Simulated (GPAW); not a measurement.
**CdS (Greenockite): single point with PBE**

**What was measured.**

“Isotope dependence of band-gap energy”, 2008, arxiv:0807.2152 quotes, for a bulk crystal of CdS: band gap 2.5809 ± 0.0002 eV.

The system is CdS (Greenockite).

```
CELL_PARAMETERS angstrom
4.15000 0.00000 0.00000
-2.07500 3.59401 0.00000
0.00000 0.00000 6.73700
ATOMIC_POSITIONS crystal
Cd 0.66667 0.33333 0.50000
Cd 0.33333 0.66667 0.00000
S 0.66667 0.33333 0.87500
S 0.33333 0.66667 0.37500
```

| Item | Value |
| --- | --- |
| Program | GPAW 26.7.0 |
| Task | single point |
| Functional | PBE |
| Potentials or basis | GPAW PAW data sets (gpaw-data 1.2.1) |
| Cutoff | 600 eV |
| Basis | pw |
| k mesh | 7 × 7 × 4 |
| Occupations | gaussian, width 0.016 eV |
| Spin | no spin polarisation |
| Maxiter | 150 |

```
Pressure               : 1.8 GPa
Largest force          : 0.067 eV/Å
Band gap on the k mesh : 1.18 eV, direct
```

Forces in eV/Å, atoms in the order of the input:
```
Cd   0.000  0.000 -0.067
Cd   0.000  0.000 -0.067
S    0.000  0.000  0.067
S    0.000  0.000  0.067
```

Stress tensor (GPa, compression positive):
```
1.61 0.00 0.00
0.00 1.61 0.00
0.00 0.00 2.25
```

Levels at points of the mesh, in eV from the valence-band top:
```csv
k point,band 14,band 15,band 16,band 17,band 18,band 19,band 20,band 21,band 22,band 23
"(0.00, 0.00, 0.00)",-0.76,-0.76,-0.04,0.00,0.00,1.18,2.77,6.43,6.43,6.75
"(0.00, 0.00, 0.50)",-2.45,-0.40,-0.40,-0.40,-0.40,2.82,2.82,6.15,6.15,6.78
```

Run time: 40 s on 1 thread of Arm Neoverse V2, on a shared host, peak memory 0.23 GiB.

Measured gap of CdS: 2.5809 eV (quoted in “Isotope dependence of band-gap energy”, 2008, arxiv:0807.2152). This calculation gives 1.18 eV (-1.40 eV). So large a miss can be the level of theory's own, or it may mean another phase, state or a wrong row. Spin-orbit coupling on Cd is left out. The value is that of PBE, without temperature or zero-point motion. Semilocal functionals fall short of measured gaps as a rule.
